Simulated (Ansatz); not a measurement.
Write the native input for Ansatz 0.2.0 that does the following.

| Property | Result |
| --- | --- |
| Task | Born charges and dielectric tensor |
| Functional | LDA |
| Potentials or basis | Ansatz PAW |
| Cutoff | 420 eV (not typed: the program's choice for these potentials) |
| k mesh | 7 × 7 × 6 |
| Occupations | fixed |
| Spin | no spin polarisation |

Crystal: SnO.

```
CELL_PARAMETERS angstrom
3.81370 0.00000 0.00000
0.00000 3.81370 0.00000
0.00000 0.00000 4.88691
ATOMIC_POSITIONS crystal
Sn 0.50000 0.00000 0.76463
Sn 0.00000 0.50000 0.23537
O 0.00000 0.00000 0.00000
O 0.50000 0.50000 0.00000
```

The cell is a database's computed one.

These files were run (other wordings do the same):

input.yaml

```yaml
crystal:
  lattice:
    - [3.81369522, 0.0, 0.0]
    - [0.0, 3.81369522, 0.0]
    - [0.0, 0.0, 4.8869133]
  atoms:
    - { symbol: Sn, position: [0.5, 0.0, 0.76462614] }
    - { symbol: Sn, position: [0.0, 0.5, 0.23537386] }
    - { symbol: O, position: [0.0, 0.0, 0.0] }
    - { symbol: O, position: [0.5, 0.5, 0.0] }
hamiltonian:
  xc: lda
  pseudopotentials: { kind: paw }
kpoints:
  mp_grid: { grid: [7, 7, 6] }
scf:
  occupations: { method: fixed }
output:
  eigenvalues: true
dielectric:
  method: response
```

Potentials or basis: Ansatz PAW.

The run is started by

```console
$ ansatz run input.yaml --threads 2 --pin off --max-ram 5120MiB --backend cpu --events-out ev --progress --plain --runs-dir out
```

It gave:

```yaml
Band_gap_on_the_k_mesh: 0.45 eV, indirect (least direct gap 2.01 eV)
Electronic_dielectric_tensor_diagonal: 7.93, 7.93, 7.04
Born_charges_mean_of_the_diagonal: Sn +3.01; O -3.01 e
```

Caveat: the gap is small at this level, which inflates the dielectric constant; odd divisions of the mesh miss points on the zone boundary, where band edges often lie, so the gap on the mesh can be too wide; spin-orbit coupling is left out, which moves the levels of the heavy elements.

It took 110 s on 2 threads of Intel(R) Xeon(R) Processor @ 2.50GHz (Skylake/Cascade Lake), with other jobs on the host, peak memory 0.91 GiB.
